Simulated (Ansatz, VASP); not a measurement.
Si2N: VASP beside Ansatz

The input INCAR:

```
PREC     = Accurate       # precision mode
ENCUT    = 520            # plane-wave cutoff, eV
EDIFF    = 1E-6           # SCF threshold, eV
ISMEAR   = 0              # smearing method
SIGMA    = 0.1            # smearing width, eV
LREAL    = False          # projectors in reciprocal space
LASPH    = True           # aspherical terms in the spheres
NELM     = 100            # most SCF steps
ALGO     = Normal         # electronic algorithm
ISIF     = 2              # what is computed and relaxed
LWAVE    = False          # write WAVECAR
LCHARG   = False          # write CHGCAR
GGA      = PE             # functional
NBANDS   = 22             # bands
```

The input KPOINTS:

```
regular mesh
0
Gamma
  8 8 8
```

The input POSCAR:

```
Si2N
1.0
   -1.3971101700      2.3669189300      3.9612067100
    1.3971101700     -2.3669189300      3.9612067100
    1.3971101700      2.3669189300     -3.9612067100
Si N
4 2
Direct
    0.8915721100      0.2101918600      0.6813802500
    0.4711883900      0.7898081400      0.6813802500
    0.5288116100      0.2101918600      0.3186197500
    0.1084278900      0.7898081400      0.3186197500
    0.3290336300      0.0000000000      0.3290336300
    0.6709663700      0.0000000000      0.6709663700
```

Input for Ansatz:

```yaml
crystal:
  lattice:
    - [-1.39711017, 2.36691893, 3.96120671]
    - [1.39711017, -2.36691893, 3.96120671]
    - [1.39711017, 2.36691893, -3.96120671]
  atoms:
    - { symbol: Si, position: [0.89157211, 0.21019186, 0.68138025] }
    - { symbol: Si, position: [0.47118839, 0.78980814, 0.68138025] }
    - { symbol: Si, position: [0.52881161, 0.21019186, 0.31861975] }
    - { symbol: Si, position: [0.10842789, 0.78980814, 0.31861975] }
    - { symbol: "N", position: [0.32903363, 0.0, 0.32903363] }
    - { symbol: "N", position: [0.67096637, 0.0, 0.67096637] }
basis:
  ecutwfc: 420
kpoints:
  mp_grid: { grid: [8, 8, 8] }
hamiltonian:
  xc: pbe
scf:
  occupations: { method: gaussian, width: 0.1 }
  lower_state_search: "off"
output:
  forces: true
  stress: true
  eigenvalues: true
```

Alike in both runs: task single point; functional PBE; k mesh 8 × 8 × 8; occupations gaussian, width 0.1 eV; no spin polarisation.

|  | VASP | Ansatz |
| --- | --- | --- |
| version | VASP 6.6.1 | Ansatz 0.2.0 |
| potentials or method | VASP PAW PBE potentials, release 64 (Si, N) | scalar-relativistic, plane waves, PAW |
| plane-wave cutoff (eV) | 520 | 420 |
| valence electrons in the cell | 26 | 26 |

VASP gave:

| Quantity | Value |
| --- | --- |
| gap on the k mesh at the Fermi level (eV) | none |
| rms of the force components (eV/Å) | 7.853 |

Q: What did Ansatz give for the same quantities?

A: gap on the k mesh at the Fermi level (eV): none; rms of the force components (eV/Å): 7.852.

Atom by atom the forces differ by 0.025 eV/Å (rms over components). A gap of «none» marks a metal or a gap that the smearing closes.

Caveats: forces of over 1 eV/Å show positions far from the minimum, so gaps and moduli don't describe the material at rest.
